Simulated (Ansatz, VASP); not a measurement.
# WS2 (Tungstenite): VASP beside Ansatz

Wanted: the spread between two codes on one cell, functional and k mesh.

Program: Ansatz 0.2.0. Level of theory: plane waves, with VASP 6.6.1 beside it; single point at LDA. Results are calculated unless marked as measured.

The database entry behind the starting cell differs from later determinations by our own check (an axis about 1.4 % long against later determinations), so it need not match the best structure at ambient conditions.

## 1. The structure

Symmetry: P6_3/mmc, No. 194, hexagonal system. Conventional cell: a = 3.180 Å, b = 3.180 Å, c = 12.500 Å, α = 90.00°, β = 90.00°, γ = 120.00°. Nearest to W lie 6 S at 2.40 Å. Nearest to S lie 3 W at 2.40 Å. Farther neighbours and most contacts between anions are not listed.

## 2. Ansatz: single point, LDA

Ansatz runs on its default PAW (the set named soft_2) files.

A single point gives forces, pressure and levels at one fixed geometry, so differences don't come from the geometry; what else differs is listed under the comparison.

input.yaml

```yaml
crystal:
  lattice:
    - [3.18, 0.0, 0.0]
    - [-1.59, 2.753960784, 0.0]
    - [0.0, 0.0, 12.5]
  atoms:
    - { symbol: W, position: [0.3333333333, 0.6666666667, 0.25] }
    - { symbol: W, position: [0.6666666667, 0.3333333333, 0.75] }
    - { symbol: S, position: [0.3333333333, 0.6666666667, 0.626026744] }
    - { symbol: S, position: [0.6666666667, 0.3333333333, 0.126026744] }
    - { symbol: S, position: [0.3333333333, 0.6666666667, 0.873973256] }
    - { symbol: S, position: [0.6666666667, 0.3333333333, 0.373973256] }
hamiltonian:
  xc: lda
  pseudopotentials: { kind: paw }
kpoints:
  mp_grid: { grid: [3, 3, 1] }
scf:
  occupations: { method: gaussian, width: 0.01 }
  n_extra_bands: 5
output:
  forces: true
  stress: true
  eigenvalues: true
```

On the command line:

```bash
ansatz run input.yaml --threads 4 --pin off --max-ram 9216MiB --backend cpu --events-out ev --progress --plain --runs-dir out
```

Numbers of over 12 decimals in the logs are rounded to 6 here.

Log:

```text
scf.n_extra_bands = 5 over 26 filled bands (N_el = 52.0): the run solves 31 bands
Engine: ansatz 0.2.0, x86_64-unknown-linux-gnu
Pseudopotentials: kind: paw
Pseudopotential: W, paw, valence charge 14, recommended cutoff 420 eV (normal), W.paw.azcp
Pseudopotential: S, paw, valence charge 6, recommended cutoff 420 eV (normal), S.paw.azcp
Functional definition: SPW92
  exchange = slater_x
  correlation = pw_c
Crystal: 6 atoms, lattice volume = 109.470 Å³
Basis set: ecut = 420 eV, 2129 PW (Γ)
Bands: 31, of which v1, the nominal top of the filled ones, is band 26 counted from 1 (25 counted from 0)
Symmetry: 24 space group operations
Space group: P63/mmc (ITA 194), of the structure as read, at distance tolerance 4.8e-5 Å
k-points: 3 of 9
Non-local potential: W, projectors of the file, l = 0: 3, l = 1: 2, l = 2: 2, l = 3: 1
Non-local potential: S, projectors of the file, l = 0: 2, l = 1: 2, l = 2: 2
PAW form: soft (Blöchl's): semilocal exchange-correlation on the pseudo side does not see the compensation charge
PAW frozen core: W, regenerated for the run's functional, and the local potential with it (the file was generated under x = pbe(κ = 0.804, μ = 0.219515), c = pbe(β = 0.066725))
PAW frozen core: S, regenerated for the run's functional, and the local potential with it (the file was generated under x = pbe(κ = 0.804, μ = 0.219515), c = pbe(β = 0.066725))
PAW one-centre angular grid: W, 590 points (default); XC on 64 Gauss nodes
PAW one-centre angular grid: S, 110 points (default); XC on 64 Gauss nodes
Initial density: superposition of atomic densities (neutral atoms: chi_scale 0, normalization atom), corrected by the library's trained network
Initial wavefunctions: pseudopotential atomic-orbital guess
Functional: x = slater, c = lda
SCF iter   1: F=—  HF=-23743.292441 eV  |F-HF|=—  |Δ(HF+E_count)|=         —  Δρ=1.43e-2  dr2=4.49e-1  ethr=1.77e-3  ⟨swp⟩=6.7  Hψ=428  notcnv=0
preconditioner: auto → Resta (q_TF=auto, 2.410 Å⁻¹)  ε∞=7.9  [insulator: Δε(μ)=0.965 eV  Ē_g=8.098 eV  σ=0.010 eV  W_gap=1.00  n_scr=26 (ndim 8)  ℏωp=21.3 eV  f_vac=0.027  D(μ)=0.00/eV (n_scr^D=0)  ε∞_Penn≈7.9]
SCF iter   2: F=—  HF=-23743.223666 eV  |F-HF|=—  |Δ(HF+E_count)|=   6.88e-2  Δρ=5.04e-3  dr2=1.74e-2  ethr=8.63e-4  ⟨swp⟩=2.7  Hψ=146  notcnv=0  defer=2
SCF iter   3: F=—  HF=-23743.220397 eV  |F-HF|=—  |Δ(HF+E_count)|=   3.27e-3  Δρ=2.73e-3  dr2=4.22e-3  ethr=3.34e-5  ⟨swp⟩=2.0  Hψ=136  notcnv=0  defer=2
SCF iter   4: F=—  HF=-23743.219809 eV  |F-HF|=—  |Δ(HF+E_count)|=   5.88e-4  Δρ=6.29e-4  dr2=3.57e-4  ethr=8.12e-6  ⟨swp⟩=2.3  Hψ=130  notcnv=0  defer=2
SCF iter   5: F=—  HF=-23743.219793 eV  |F-HF|=—  |Δ(HF+E_count)|=   1.54e-5  Δρ=8.15e-5  dr2=1.93e-5  ethr=6.86e-7  ⟨swp⟩=2.0  Hψ=137  notcnv=0  defer=2
SCF iter   6: F=—  HF=-23743.219796 eV  |F-HF|=—  |Δ(HF+E_count)|=   2.70e-6  Δρ=2.03e-5  dr2=8.48e-7  ethr=3.72e-8  ⟨swp⟩=2.0  Hψ=128  notcnv=0  defer=2
SCF iter   7: F=-23743.219796 eV  HF=-23743.219796 eV  |F-HF|=6.84e-10  |Δ(HF+E_count)|=   2.24e-7  Δρ=3.25e-6  dr2=1.32e-8  ethr=1.92e-10  ⟨swp⟩=9.0  Hψ=448  notcnv=0
SCF 1 converged in 7 iterations: F = -23743.219796 eV  dr2 = 1.32e-8
  greatest PAW one-centre occupation: 1.000 electrons in one spin orbital (limit 2), on the W atom at site 1 (counted from 0), in its partial waves of l = 0
SCF converged after 7 iterations
Free energy (F): -23743.219796 eV
Harris-Foulkes:  -23743.219796 eV  (|F-HF|=6.84e-10)
Internal energy: -23743.219796 eV  (E = F + TS)
E sigma→0 (E₀):  -23743.219796 eV
Fermi energy:    11.575239 eV
--- Per-component energies (eV) ---
  E_band       = -407.496551
  E_kinetic    = 1335.513630
  E_local      = -3700.872078  (includes V_loc(G=0)·N_el)
  E_nonlocal   = 130.742228
  E_hartree    = 1470.980890
  E_xc         = -917.363221
  E_vxc        = -831.722543  (∫ρ·V_xc dr)
  E_paw        = -18894.822376  (= ΣΔE_a)
  E_vpaw       = -283.115775  (= ΣTr[D̂ρ^β])
  E_aug_tail   = -0.000131  (compensation charges beyond the density's cutoff)
  E_ewald      = -3168.577834
  E_core_change = 1.179096  (= ΣΔE_core)
  E_smearing   = -0.000000  (= −TS)
  E_closure    = -0.000000  (closes the sum)
  Σ components = -23743.219796   (vs F -23743.219796, Δ=0.00e0)
--- Forces (eV/Å), atoms counted from 1 ---
  atom   1  W      0.00000000     0.00000000     0.00000000
  atom   2  W      0.00000000    -0.00000000    -0.00000000
  atom   3  S     -0.00000000     0.00000000     0.35025922
  atom   4  S      0.00000000    -0.00000000     0.35025922
  atom   5  S     -0.00000000     0.00000000    -0.35025922
  atom   6  S     -0.00000000    -0.00000000    -0.35025922
  max |Σ_I F_I| component: 5.55e-17 eV/Å
--- Stress (GPa, compression-positive) ---
       -4.874671       0.000000      -0.000000
       -0.000000      -4.874671      -0.000000
       -0.000000      -0.000000      -2.848563
  P = ⅓ Tr σ = -4.1993 GPa (-41.993 kbar)
--- Band table (eV) ---
  k-point 0: bands = [... 22 lower, 8.6942, 9.4689, 9.8985, 11.0276, 13.2422, 13.2422, 13.2470, 13.2470, ... 1 higher]
  k-point 1: bands = [... 22 lower, 8.7530, 8.7877, 9.0386, 9.2892, 12.6702, 12.9013, 13.0369, 13.4103, ... 1 higher]
  k-point 2: bands = [... 22 lower, 8.1428, 8.1428, 10.2922, 10.4622, 12.1230, 12.1230, 13.1359, 14.2758, ... 1 higher]
```

Run time: 0.43 s. Hardware: 4 threads of Intel Xeon Platinum 8488C (Sapphire Rapids), shared host; peak memory 0.39 GiB; 0.98 s of CPU time.

Reading the cycles: dr2 is the Hartree energy of the density residual (eV), the measure of convergence; HF is the Harris–Foulkes estimate of the energy, which meets the free energy F at convergence.

The run ends at a pressure of -4.20 GPa, with forces up to 0.35 eV/Å.

## 3. VASP: single point, LDA

The same cell, functional (in two slightly different forms), mesh and smearing now go to VASP, with its own data sets and cutoff.

Lines of VASP's logs that name or quote its potential files are left out, and so is its time.

INCAR

```
SYSTEM = WS2
PREC = Accurate
ENCUT = 340
EDIFF = 1E-08
NELM = 100
ISMEAR = 0
SIGMA = 0.01
LREAL = .FALSE.
ALGO = Normal
GGA = CA
NBANDS = 32
LORBIT = 11
LWAVE = .TRUE.
LCHARG = .FALSE.
```

POSCAR

```
WS2
1.0
    3.1800000000      0.0000000000      0.0000000000
   -1.5900000000      2.7539607840      0.0000000000
    0.0000000000      0.0000000000     12.5000000000
W S
2 4
Direct
    0.3333333333      0.6666666667      0.2500000000
    0.6666666667      0.3333333333      0.7500000000
    0.3333333333      0.6666666667      0.6260267440
    0.6666666667      0.3333333333      0.1260267440
    0.3333333333      0.6666666667      0.8739732560
    0.6666666667      0.3333333333      0.3739732560
```

KPOINTS

```
Automatic mesh
0
Gamma
3 3 1
0 0 0
```

The projector-augmented-wave data sets are W_sv_GW and S_GW (LDA family, release 64).

On the command line:

```bash
mpirun -np 4 vasp_std
```

Log:

```text
[banner, memory and clock lines left out]
running    4 mpi-ranks, on    1 nodes
 distrk:  each k-point on    4 cores,    1 groups
 distr:  one band on    1 cores,    4 groups

 POSCAR found type information on POSCAR W S
 POSCAR found :  2 types and       6 ions
 LDA part: xc-table for (Slater(with rela. corr.)+CA(PZ))
 , standard interpolation
 POSCAR, INCAR and KPOINTS ok, starting setup
 FFT: planning ... GRIDC
 FFT: planning ... GRID_SOFT
 FFT: planning ... GRID
 WAVECAR not read
 entering main loop
       N       E                     dE             d eps       ncg     rms          rms(c)
DAV:   1     0.354692321650E+03    0.35469E+03   -0.24351E+04   224   0.111E+03
DAV:   2    -0.354368693567E+02   -0.39013E+03   -0.38524E+03   256   0.325E+02
DAV:   3    -0.607652595473E+02   -0.25328E+02   -0.25237E+02   248   0.842E+01
DAV:   4    -0.617034945024E+02   -0.93823E+00   -0.93751E+00   256   0.161E+01
DAV:   5    -0.617193716400E+02   -0.15877E-01   -0.15875E-01   256   0.221E+00    0.104E+02
DAV:   6    -0.570423014281E+02    0.46771E+01   -0.27250E+01   208   0.211E+01    0.991E+01
DAV:   7    -0.570556165013E+02   -0.13315E-01   -0.10215E+01   240   0.139E+01    0.935E+00
DAV:   8    -0.564229995647E+02    0.63262E+00   -0.27887E+00   240   0.727E+00    0.151E+00
DAV:   9    -0.564325177103E+02   -0.95181E-02   -0.18695E-01   248   0.209E+00    0.112E+00
DAV:  10    -0.564309973108E+02    0.15204E-02   -0.18581E-02   224   0.704E-01    0.246E-01
DAV:  11    -0.564305774938E+02    0.41982E-03   -0.18149E-03   240   0.191E-01    0.226E-01
DAV:  12    -0.564305805725E+02   -0.30787E-05   -0.28958E-04   256   0.794E-02    0.153E-01
DAV:  13    -0.564305779199E+02    0.26526E-05   -0.18376E-05   288   0.167E-02    0.120E-01
DAV:  14    -0.564305759243E+02    0.19956E-05   -0.11154E-05   248   0.132E-02    0.223E-02
DAV:  15    -0.564305763288E+02   -0.40448E-06   -0.10765E-06   248   0.497E-03    0.178E-02
DAV:  16    -0.564305763863E+02   -0.57536E-07   -0.27394E-07   264   0.264E-03    0.103E-03
DAV:  17    -0.564305763752E+02    0.11137E-07   -0.47121E-08   224   0.952E-04    0.284E-03
DAV:  18    -0.564305763670E+02    0.81709E-08   -0.60069E-09   160   0.421E-04
   1 F= -.56430576E+02 E0= -.56430576E+02  d E =-.629855E-15
 writing wavefunctions
```

From OUTCAR (step 3):

```text
ion  position               nearest neighbor table
   1  0.333  0.667  0.250-   4 2.40   6 2.40   4 2.40   6 2.40   4 2.40   6 2.40
   2  0.667  0.333  0.750-   3 2.40   5 2.40   3 2.40   5 2.40   3 2.40   5 2.40
   3  0.333  0.667  0.626-   2 2.40   2 2.40   2 2.40
   4  0.667  0.333  0.126-   1 2.40   1 2.40   1 2.40
   5  0.333  0.667  0.874-   2 2.40   2 2.40   2 2.40
   6  0.667  0.333  0.374-   1 2.40   1 2.40   1 2.40

  LATTYP: Found a hexagonal cell.
 ALAT       =     3.1800000000
 C/A-ratio  =     3.9308176101

 Subroutine GETGRP returns: Found 24 space group operations
 (whereof 12 operations were pure point group operations)

The static configuration has the point symmetry D_3d.
 The point group associated with its full space group is D_6h.

 Found      3 irreducible k-points:

   k-points           NKPTS =      3   k-points in BZ     NKDIM =      3   number of bands    NBANDS=     32

   dimension x,y,z NGX =    20 NGY =   20 NGZ =   80
   dimension x,y,z NGXF=    40 NGYF=   40 NGZF=  160

   ENCUT  =  340.0 eV  24.99 Ry    5.00 a.u.   4.78  4.78 18.79*2*pi/ulx,y,z

   NELECT =      52.0000    total number of electrons

 k-points in reciprocal lattice and weights: Automatic mesh
   0.00000000  0.00000000  0.00000000       0.111
   0.33333333  0.00000000  0.00000000       0.667
   0.33333333  0.33333333  0.00000000       0.222

 average (electrostatic) potential at core
       1 -89.1381       2 -89.1381       3 -88.0942       4 -88.0942       5 -88.0942
       6 -88.0942

 E-fermi :   7.3535

 k-point     1 :       0.0000    0.0000    0.0000
  band No.  band energies     occupation
    ...
     22       4.9620      2.00000
     23       4.9620      2.00000
     24       5.7437      2.00000
     25       6.1666      2.00000
     26       7.3010      2.00000
     27       9.5101      0.00000
     28       9.5101      0.00000
     29       9.5148      0.00000
     30       9.5149      0.00000
     31       9.6696      0.00000
    ...

 k-point     2 :       0.3333    0.0000    0.0000
  band No.  band energies     occupation
    ...
     22       4.9268      2.00000
     23       5.0248      2.00000
     24       5.0618      2.00000
     25       5.3097      2.00000
     26       5.5609      2.00000
     27       8.9392      0.00000
     28       9.1685      0.00000
     29       9.3043      0.00000
     30       9.6813      0.00000
     31       9.9896      0.00000
    ...

 k-point     3 :       0.3333    0.3333    0.0000
  band No.  band energies     occupation
    ...
     22       3.2436      2.00000
     23       4.4159      2.00000
     24       4.4159      2.00000
     25       6.5596      2.00000
     26       6.7291      2.00000
     27       8.3957      0.00000
     28       8.3957      0.00000
     29       9.4047      0.00000
     30      10.5445      0.00000
     31      10.6475      0.00000
    ...

  Total       -4.3015824     -4.3015824     -2.8196653      0.0000000      0.0000000      0.0000000
  in kB      -62.9569889    -62.9569889    -41.2679846      0.0000000      0.0000000      0.0000000
  external PRESSURE =     -55.7273208 kB  Pullay stress =       0.0000000 kB

  energy-cutoff  :      340.00
  volume of cell :      109.47
      direct lattice vectors                 reciprocal lattice vectors
     3.180000000  0.000000000  0.000000000     0.314465409  0.181556688  0.000000000
    -1.590000000  2.753960784  0.000000000     0.000000000  0.363113377  0.000000000
     0.000000000  0.000000000 12.500000000     0.000000000  0.000000000  0.080000000

 POSITION                                       TOTAL-FORCE (eV/Angst)
 -----------------------------------------------------------------------------------
     -0.00000      1.83597      3.12500        -0.000000      0.000000      0.000000
      1.59000      0.91799      9.37500         0.000000     -0.000000      0.000000
     -0.00000      1.83597      7.82533        -0.000000      0.000000      0.284674
      1.59000      0.91799      1.57533        -0.000000     -0.000000      0.284674
     -0.00000      1.83597     10.92467        -0.000000      0.000000     -0.284674
      1.59000      0.91799      4.67467        -0.000000      0.000000     -0.284674
 -----------------------------------------------------------------------------------
    total drift:                               -0.000000      0.000000     -0.000000

  FREE ENERGIE OF THE ION-ELECTRON SYSTEM (eV)
  ---------------------------------------------------
  free  energy   TOTEN  =       -56.4305763670 eV

  energy  without entropy=      -56.4305763670  energy(sigma->0) =      -56.43057637

 total charge
# of ion       s       p       d       f       tot
--------------------------------------------------
    1        3.067   6.024   3.117   0.065  12.273
    2        3.067   6.024   3.117   0.065  12.273
    3        1.346   2.314   0.079   0.000   3.739
    4        1.346   2.314   0.079   0.000   3.739
    5        1.346   2.314   0.079   0.000   3.739
    6        1.346   2.314   0.079   0.000   3.739
--------------------------------------------------
tot         11.518  21.304   6.548   0.130  39.501
```

The run ends at a pressure of -5.57 GPa, with forces up to 0.28 eV/Å.

## 4. Differences

Known differences besides the potentials themselves: the two LDA forms differ slightly; the cutoff is 420 eV in Ansatz and 340 eV in VASP; VASP's log shows a relativistic correction to its local exchange, Ansatz's none. Total energies have different zeros and are not compared.

Compared:

```
              quantity  Ansatz   VASP  difference
gap on the k mesh (eV)   1.095  1.095      +0.001
```

Forces (eV/Å; atoms numbered as in POSCAR):

```
atom        Ansatz x, y, z          VASP x, y, z
  W1   0.000, 0.000, 0.000   0.000, 0.000, 0.000
  W2   0.000, 0.000, 0.000   0.000, 0.000, 0.000
  S3   0.000, 0.000, 0.350   0.000, 0.000, 0.285
  S4   0.000, 0.000, 0.350   0.000, 0.000, 0.285
  S5  0.000, 0.000, -0.350  0.000, 0.000, -0.285
  S6  0.000, 0.000, -0.350  0.000, 0.000, -0.285
```

The forces differ by 31 meV/Å r.m.s., which is 23.0 % of the r.m.s. force of 0.13 eV/Å (both taken over all components). Not compared: the pressure (VASP's GW data sets at this cutoff don't carry it). A gap on the mesh is an upper bound, since the band edges may lie between its points; neither run holds spin-orbit coupling, which can move the band edges of a compound of W.

## 5. Further runs

Further runs change the set-up of one program: Ansatz's method, potentials or start, or VASP's data sets, cutoff or form of LDA. The table gives Ansatz less VASP for each quantity, since a change that brings one quantity closer may part another.

```
                                       run  r.m.s. force difference (meV/Å)  gap on the k mesh (eV)
                                  as above                               31                  7.8e-4
                      cores kept as stored                               25                  3.2e-4
   Ansatz's larger PAW set (cutoff 880 eV)                               29                  0.0058
norm-conserving potentials (cutoff 952 eV)                               45                  0.0054
```

## 6. Summary of results

```
r.m.s. force difference (single point, LDA) : 31 meV/Å
```

What this shows: The r.m.s. force difference is 31 meV/Å (single point, LDA), beyond the 12 meV/Å picked in this series as the mark of a large difference. Single point, LDA, cores kept as stored: the difference in gap on the k mesh goes from 7.8e-4 to 3.2e-4 eV. Single point, LDA, Ansatz's larger PAW set (cutoff 880 eV): the difference in gap on the k mesh goes from 7.8e-4 to 0.0058 eV. Single point, LDA, norm-conserving potentials (cutoff 952 eV): r.m.s. force difference goes from 31 to 45 meV/Å; the difference in gap on the k mesh goes from 7.8e-4 to 0.0054 eV. 1 further run of this series is not shown here. Such differences can come from data sets, numerical settings and the points named under the comparisons, not from the functional's error against experiment.

[Lines on the potential files, build, host, timing and source positions are cut from VASP's logs without a mark.]

[Logs are printed without paths, hosts, clocks, repeated set-up lines and the standing remarks that a program may print on its own settings, such as how far it seeks lower states.]

[Hosts, paths, dates, database ids (printed as entryN), source tags and the programs' standing remarks are cut or masked in the printed files.]
